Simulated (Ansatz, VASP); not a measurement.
# Cross-check of MgI2 between VASP and Ansatz, part 2 of 2

One calculation is typed for both programs; each brings its own data sets. How far apart do they land? The structure shown is the start of the Ansatz relaxation below; VASP solves that cell, so the two are compared at the walk's first step.

VASP 6.6.1 and Ansatz 0.2.0.

So far. Step 4 (Comparison): The forces differ by 4.8 meV/Å r.m.s., which is 4.8 % of the r.m.s. force of 0.100 eV/Å (both taken over all components). With vacuum in the cell, a pressure given here is an average over mostly empty space and none of the material.

## (6) VASP: single point, PBE with D3(BJ), start cell, pair 2

Level of this step: PBE with D3(BJ); plane waves and PAW (I, Mg) (VASP).

The same cell, functional, mesh and smearing now go to VASP, with its own data sets.

INCAR reads:

```
SYSTEM = MgI2
PREC = Accurate
ENCUT = 520
EDIFF = 1E-06
NELM = 120
ISMEAR = -1
SIGMA = 0.02
LREAL = .FALSE.
ALGO = Normal
GGA = PE
IVDW = 12
NBANDS = 22
LORBIT = 11
LWAVE = .FALSE.
LCHARG = .FALSE.
ISIF = 2
LDIPOL = .TRUE.
IDIPOL = 3
DIPOL = 0.5 0.5 0.5
LVHAR = .TRUE.
LASPH = .TRUE.
GGA_COMPAT = .FALSE.
EFERMI = MIDGAP
NELMDL = -8
KPAR = 2
```

POSCAR reads:

```
MgI2
1.0
    4.1400000000      0.0000000000      0.0000000000
   -2.0700000000      3.5853450000      0.0000000000
    0.0000000000      0.0000000000     47.8000000000
I Mg
4 2
Direct
    0.6666666667      0.3333333333      0.3920502092
    0.3333333333      0.6666666667      0.4640167364
    0.6666666667      0.3333333333      0.5359832636
    0.3333333333      0.6666666667      0.6079497908
    0.0000000000      0.0000000000      0.4280334728
    0.0000000000      0.0000000000      0.5719665272
```

KPOINTS reads:

```
Automatic mesh
0
Gamma
6 6 1
0 0 0
```

PAW data sets: I and Mg (PBE family, release 64).

Command:

```bash
> mpirun -np 2 vasp_std
```

Numbers of over 12 decimals in the logs are rounded to 6 here.

Output:

```text
[banner, memory and clock lines left out]
running    2 mpi-ranks, on    1 nodes
[...]
LDA part: xc-table for (Slater+PW92), standard interpolation
 POSCAR, INCAR and KPOINTS ok, starting setup
[...]
entering main loop
       N       E                     dE             d eps       ncg     rms          rms(c)
DAV:   1     0.246266778400E+03    0.24627E+03   -0.85073E+03   308   0.958E+02
DAV:   2     0.252274023643E+02   -0.22104E+03   -0.21165E+03   530   0.154E+02
DAV:   3    -0.139666468190E+02   -0.39194E+02   -0.38983E+02   368   0.754E+01
DAV:   4    -0.156768505413E+02   -0.17102E+01   -0.17079E+01   408   0.203E+01
[...]
DAV:  22    -0.154032598940E+02   -0.21573E-05   -0.33755E-08   250   0.902E-04    0.176E-03
DAV:  23    -0.154032629312E+02   -0.30372E-05   -0.40267E-08   238   0.839E-04    0.348E-04
DAV:  24    -0.154032637496E+02   -0.81841E-06   -0.20046E-09   232   0.401E-04
   1 F= -.17022824E+02 E0= -.17022824E+02  d E =0.000000E+00
```

From OUTCAR (step 6):

```text
 Edisp (eV)   -1.61956

  Total      -0.87346    -0.87346    -1.50738     0.00000     0.00000     0.00000
  in kB      -1.97241    -1.97241    -3.40388     0.00000     0.00000     0.00000
  external pressure =       -2.45 kB  Pullay stress =        0.00 kB

 POSITION                                       TOTAL-FORCE (eV/Angst)
 -----------------------------------------------------------------------------------
      2.07000      1.19511     18.74000         0.000000      0.000000      0.221287
     -0.00000      2.39023     22.18000         0.000000      0.000000     -0.248127
      2.07000      1.19511     25.62000         0.000000      0.000000      0.248127
     -0.00000      2.39023     29.06000        -0.000000     -0.000000     -0.221287
      0.00000      0.00000     20.46000        -0.000000     -0.000000      0.010662
      0.00000      0.00000     27.34000        -0.000000      0.000000     -0.010662
 -----------------------------------------------------------------------------------
    total drift:                               -0.000000      0.000000      0.000000

  FREE ENERGIE OF THE ION-ELECTRON SYSTEM (eV)
  ---------------------------------------------------
  free  energy   TOTEN  =       -17.0228239474 eV

  energy  without entropy=      -17.0228239474  energy(sigma->0) =      -17.02282395

[... 3 further parts left out ...]
[key lines of the parts left out:]
E-fermi :  -2.0724
```

## (7) Side by side

What differs besides the data sets and the points named for the pairs above, as far as they apply: the data sets hold 88 valence electrons in Ansatz (on its PAW soft_1 files) and 32 in VASP. Total energies have different zeros and are not compared.

Forces (eV/Å; atoms numbered as in POSCAR):

```tsv
atom	Ansatz x, y, z	VASP x, y, z
I1	0.000, 0.000, 0.211	0.000, 0.000, 0.221
I2	0.000, 0.000, -0.238	0.000, 0.000, -0.248
I3	0.000, 0.000, 0.238	0.000, 0.000, 0.248
I4	0.000, 0.000, -0.211	0.000, 0.000, -0.221
Mg5	0.000, 0.000, 0.011	0.000, 0.000, 0.011
Mg6	0.000, 0.000, -0.011	0.000, 0.000, -0.011
```

The forces differ by 4.8 meV/Å r.m.s., which is 4.3 % of the r.m.s. force of 0.111 eV/Å (both taken over all components). With vacuum in the cell, a pressure given here is an average over mostly empty space and none of the material.

## (8) Ansatz: relaxation, PBE with D3(BJ)

The two programs are compared at the cell with which this relaxation starts, whose forces are those of its first step. This pair takes another cell of the material, with 9 atoms against 6 for the pair before.

The structure compared here is the start of the Ansatz relaxation; VASP solves that cell, so the two are compared at the walk's first step.

input.yaml reads:

```yaml
crystal:
  lattice:
    - [4.14, 0.0, 0.0]
    - [-2.07, 3.5853451717, 0.0]
    - [0.0, 0.0, 61.6]
  atoms:
    - { symbol: I, position: [0.66666667, 0.33333333, 0.3603896103] }
    - { symbol: Mg, position: [0.0, 0.0, 0.3883116897] }
    - { symbol: I, position: [0.33333333, 0.66666667, 0.4162337692] }
    - { symbol: I, position: [0.66666667, 0.33333333, 0.4720779205] }
    - { symbol: Mg, position: [0.0, 0.0, 0.5] }
    - { symbol: I, position: [0.33333333, 0.66666667, 0.5279220795] }
    - { symbol: I, position: [0.66666667, 0.33333333, 0.5837662308] }
    - { symbol: Mg, position: [0.0, 0.0, 0.6116883103] }
    - { symbol: I, position: [0.33333333, 0.66666667, 0.6396103897] }
  periodic: [true, true, false]
kpoints:
  mp_grid: { grid: [6, 6, 1] }
hamiltonian:
  xc: pbe
  dispersion: d3bj
  pseudopotentials: { kind: paw, azcp: { folder: soft_1 } }
scf:
  occupations: { method: fermi_dirac, width: 0.02 }
relax:
  f_tol: 0.01
  max_steps: 100
  cell: {}
output:
  write_density: true
  write_potential: true
  elf: true
  volumetric_format: npy
```

Command:

```bash
> ansatz run input.yaml --threads 3 --pin off --max-ram 92160MiB --backend cuda --events-out ev --progress --plain --runs-dir out --devices 1 --max-vram 13GiB
```

Output:

```text
GPUs: using 1 of 1 available (devices: 1).
[...]
GPU FFT provider: cuFFT
GPU libraries: cuBLAS 13.8.2, cuFFT 12.4.0, cuSOLVER 12.3.4
Crystal: 9 atoms, lattice volume = 914.349 Å³
Basis set: ecut = 420 eV, 17641 PW (Γ), exchange–correlation on 60×60×864 points (8 copies of the dense FFT grid, shifted against one another)
[...]
- { symbol: Mg, position: [7.624216290144756e-19, 0, 0.389004] }
    - { symbol: I, position: [0.333333, 0.666667, 0.416233] }
    - { symbol: I, position: [0.666667, 0.333333, 0.472803] }
    - { symbol: Mg, position: [0, 0, 0.500000] }
    - { symbol: I, position: [0.333333, 0.666667, 0.527197] }
    - { symbol: I, position: [0.666667, 0.333333, 0.583767] }
    - { symbol: Mg, position: [-7.62421629014477e-19, 0, 0.610996] }
    - { symbol: I, position: [0.333333, 0.666667, 0.638284] }
[key lines of the parts left out:]
SCF converged after 7 iterations
Free energy (F): -50861.544046 eV
Fermi energy:    -4.535308 eV
P = ½ c Tr σ = 0.0002 N/m
```

## (9) VASP: single point, PBE with D3(BJ), start cell, pair 3

The same cell, functional, mesh and smearing now go to VASP, with its own data sets.

INCAR, as its differences from that of step 6:

```diff
@@ -11,3 +11,3 @@
 IVDW = 12
-NBANDS = 22
+NBANDS = 33
 LORBIT = 11
```

POSCAR reads:

```
MgI2
1.0
    4.1400000000      0.0000000000      0.0000000000
   -2.0700000000      3.5853450000      0.0000000000
    0.0000000000      0.0000000000     61.6000000000
I Mg
6 3
Direct
    0.6666666667      0.3333333333      0.3603896104
    0.3333333333      0.6666666667      0.4162337662
    0.6666666667      0.3333333333      0.4720779221
    0.3333333333      0.6666666667      0.5279220779
    0.6666666667      0.3333333333      0.5837662338
    0.3333333333      0.6666666667      0.6396103896
    0.0000000000      0.0000000000      0.3883116883
    0.0000000000      0.0000000000      0.5000000000
    0.0000000000      0.0000000000      0.6116883117
```

KPOINTS is that of step 6.

Command:

```bash
> mpirun -np 2 vasp_std
```

Output:

```text
[banner, memory and clock lines left out]
running    2 mpi-ranks, on    1 nodes
[...]
LDA part: xc-table for (Slater+PW92), standard interpolation
|                                                                             |
|           W    W    AA    RRRRR   N    N  II  N    N   GGGG   !!!           |
|           W    W   A  A   R    R  NN   N  II  NN   N  G    G  !!!           |
|           W    W  A    A  R    R  N N  N  II  N N  N  G       !!!           |
|           W WW W  AAAAAA  RRRRR   N  N N  II  N  N N  G  GGG   !            |
|           WW  WW  A    A  R   R   N   NN  II  N   NN  G    G                |
|           W    W  A    A  R    R  N    N  II  N    N   GGGG   !!!           |
|                                                                             |
|     One of the lattice vectors is very long (>50 A), but AMIN is rather     |
|     large. This can spoil convergence since charge sloshing might occur     |
|     along the long lattice vector. If problems with convergence are         |
|     observed, try to decrease AMIN to a smaller value (e.g. 0.01).          |
|     Note: This warning only applies if the self-consistency cycle is        |
|     used.                                                                   |
|                                                                             |

 POSCAR, INCAR and KPOINTS ok, starting setup
[...]
entering main loop
       N       E                     dE             d eps       ncg     rms          rms(c)
DAV:   1     0.366903021271E+03    0.36690E+03   -0.13608E+04   478   0.997E+02
DAV:   2     0.384760212162E+02   -0.32843E+03   -0.31482E+03   728   0.162E+02
DAV:   3    -0.208172610099E+02   -0.59293E+02   -0.58985E+02   562   0.759E+01
DAV:   4    -0.234954465667E+02   -0.26782E+01   -0.26753E+01   596   0.207E+01
[...]
DAV:  23    -0.230853037448E+02   -0.24183E-05   -0.87741E-11   358   0.521E-04    0.137E-03
DAV:  24    -0.230853065541E+02   -0.28092E-05   -0.26614E-08   367   0.586E-04    0.387E-04
DAV:  25    -0.230853068789E+02   -0.32478E-06    0.16970E-08   325   0.264E-04
   1 F= -.25635359E+02 E0= -.25635359E+02  d E =0.000000E+00
```

Parts of OUTCAR (step 9):

```text
 Edisp (eV)   -2.55005

  Total      -1.36642    -1.36642    -2.30842    -0.00000    -0.00000     0.00000
  in kB      -2.39432    -2.39432    -4.04495    -0.00000    -0.00000     0.00000
  external pressure =       -2.94 kB  Pullay stress =        0.00 kB

 POSITION                                       TOTAL-FORCE (eV/Angst)
 -----------------------------------------------------------------------------------
      2.07000      1.19511     22.20000        -0.000000     -0.000000      0.221771
     -0.00000      2.39023     25.64000        -0.000000      0.000000     -0.246586
      2.07000      1.19511     29.08000        -0.000000      0.000000      0.257645
     -0.00000      2.39023     32.52000         0.000000     -0.000000     -0.257645
      2.07000      1.19511     35.96000         0.000000      0.000000      0.246586
     -0.00000      2.39023     39.40000         0.000000     -0.000000     -0.221771
      0.00000      0.00000     23.92000        -0.000000     -0.000000      0.010974
      0.00000      0.00000     30.80000        -0.000000     -0.000000      0.000000
      0.00000      0.00000     37.68000        -0.000000     -0.000000     -0.010974
 -----------------------------------------------------------------------------------
    total drift:                               -0.000000      0.000000      0.000000

  FREE ENERGIE OF THE ION-ELECTRON SYSTEM (eV)
  ---------------------------------------------------
  free  energy   TOTEN  =       -25.6353592661 eV

  energy  without entropy=      -25.6353592661  energy(sigma->0) =      -25.63535927

[... 3 further parts left out ...]
[key lines of the parts left out:]
E-fermi :  -1.6657
```

## (10) Side by side

What differs besides the data sets and the points named for the pairs above, as far as they apply: the data sets hold 132 valence electrons in Ansatz (on its PAW soft_1 files) and 48 in VASP. Total energies have different zeros and are not compared.

Forces (eV/Å; atoms numbered as in POSCAR):

```tsv
atom	Ansatz x, y, z	VASP x, y, z
I1	0.000, 0.000, 0.211	0.000, 0.000, 0.222
I2	0.000, 0.000, -0.237	0.000, 0.000, -0.247
I3	0.000, 0.000, 0.248	0.000, 0.000, 0.258
I4	0.000, 0.000, -0.248	0.000, 0.000, -0.258
I5	0.000, 0.000, 0.237	0.000, 0.000, 0.247
I6	0.000, 0.000, -0.211	0.000, 0.000, -0.222
Mg7	0.000, 0.000, 0.011	0.000, 0.000, 0.011
Mg8	0.000, 0.000, 0.000	0.000, 0.000, 0.000
Mg9	0.000, 0.000, -0.011	0.000, 0.000, -0.011
```

The forces differ by 4.8 meV/Å r.m.s., which is 4.2 % of the r.m.s. force of 0.114 eV/Å (both taken over all components). With vacuum in the cell, a pressure given here is an average over mostly empty space and none of the material.

## (11) Results

| Property | Result |
| --- | --- |
| r.m.s. force difference (single point, PBE with D3(BJ), start cell, pair 1) | 4.8 meV/Å |
| r.m.s. force difference (single point, PBE with D3(BJ), start cell, pair 2) | 4.8 meV/Å |
| r.m.s. force difference (single point, PBE with D3(BJ), start cell, pair 3) | 4.8 meV/Å |

The r.m.s. force difference is 4.8 meV/Å (single point, PBE with D3(BJ), start cell, pair 1), within the 12 meV/Å picked in this series as the mark of a large difference. The data sets hold unlike numbers of valence electrons (44 in Ansatz and 16 in VASP, 88 in Ansatz and 32 in VASP and 132 in Ansatz and 48 in VASP), so part of the differences comes from the potentials. 3 further runs of this series are not shown here. Such differences can come from data sets, numerical settings and the points named under the comparisons, not from the functional's error against experiment.

[Lines on the potential files, build, host, timing and source positions are cut from VASP's logs without a mark.]

[Logs are printed without paths, hosts, clocks, repeated set-up lines and the standing remarks that a program may print on its own settings, such as how far it seeks lower states.]

[Hosts, paths, dates, database ids (printed as entryN), source tags and the programs' standing remarks are cut or masked in the printed files.]
